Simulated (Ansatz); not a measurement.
**ZrC: projected DOS by orbital**

```xyz
2
Lattice="0.0000 2.5452 2.5452 2.5452 0.0000 2.5452 2.5452 2.5452 0.0000" Properties=species:S:1:pos:R:3 pbc="T T T"
Zr    0.0000    0.0000    0.0000
C     1.2726    1.2726    1.2726
```

Atoms are numbered in the order listed.

The structure comes from a relaxation in the same program, started in the zincblende type, and has space group F-43m. Whether it is a known phase or the ground state wasn't checked.

Method: Ansatz 0.2.0, DFT, PBE, all-electron LAPW, scalar-relativistic.

Sampling and basis: a Γ-centred 11×11×11 k mesh, Fermi–Dirac smearing of 0.03 eV, basis error target 1 meV/atom, no spin polarisation.

States per eV for one atom of each kind, in 0.4 eV bins named by their centres, from the valence-band top, projected on a minimal set of Löwdin-orthogonalised atomic shells; orbitals are real harmonics on the Cartesian axes, equal curves share a column, and empty bins are left out, as is all above 3.0 eV, near the top of the computed bands.

Zr1 4d:

```
# E all dz2=dx2-y2 dxz=dyz=dxy
-9.3 0.02 0.00 0.01
-8.9 0.12 0.00 0.04
-8.5 0.59 0.00 0.19
-8.1 0.25 0.00 0.08
-3.7 0.07 0.03 0.00
-3.3 0.40 0.13 0.04
-2.9 0.82 0.19 0.15
-2.5 0.65 0.20 0.08
-2.1 0.49 0.03 0.15
-1.7 1.65 0.19 0.42
-1.3 0.79 0.10 0.20
-0.9 0.46 0.05 0.12
-0.5 0.28 0.03 0.08
-0.1 0.12 0.00 0.04
0.3 0.02 0.00 0.01
0.7 0.61 0.03 0.18
1.1 0.54 0.07 0.13
1.5 0.58 0.11 0.12
1.9 0.68 0.19 0.10
2.3 0.91 0.31 0.10
2.7 0.56 0.19 0.06
```

C2 2p:

```
# E all pz=px=py
-8.9 0.01 0.00
-8.5 0.01 0.00
-3.7 0.07 0.02
-3.3 0.41 0.14
-2.9 0.97 0.32
-2.5 1.05 0.35
-2.1 0.52 0.17
-1.7 1.98 0.66
-1.3 1.19 0.40
-0.9 0.89 0.30
-0.5 0.81 0.27
-0.1 0.41 0.14
0.7 0.12 0.04
1.1 0.12 0.04
1.5 0.11 0.04
1.9 0.10 0.03
2.3 0.08 0.03
2.7 0.06 0.02
```

Zr1 5s:

```
# E all
-9.7 0.06
-9.3 0.13
-8.9 0.20
-8.5 0.20
-8.1 0.01
-3.7 0.01
-3.3 0.07
-2.9 0.17
-2.5 0.11
-2.1 0.01
-1.7 0.08
-1.3 0.05
-0.9 0.03
-0.5 0.02
0.7 0.01
1.1 0.02
1.5 0.02
1.9 0.02
2.3 0.01
```

C2 2s:

```
# E all
-9.7 0.07
-9.3 0.21
-8.9 0.54
-8.5 1.72
-8.1 0.65
-3.3 0.01
-2.9 0.03
-2.5 0.03
-1.7 0.01
0.7 0.04
1.1 0.02
1.5 0.01
1.9 0.01
2.3 0.01
```
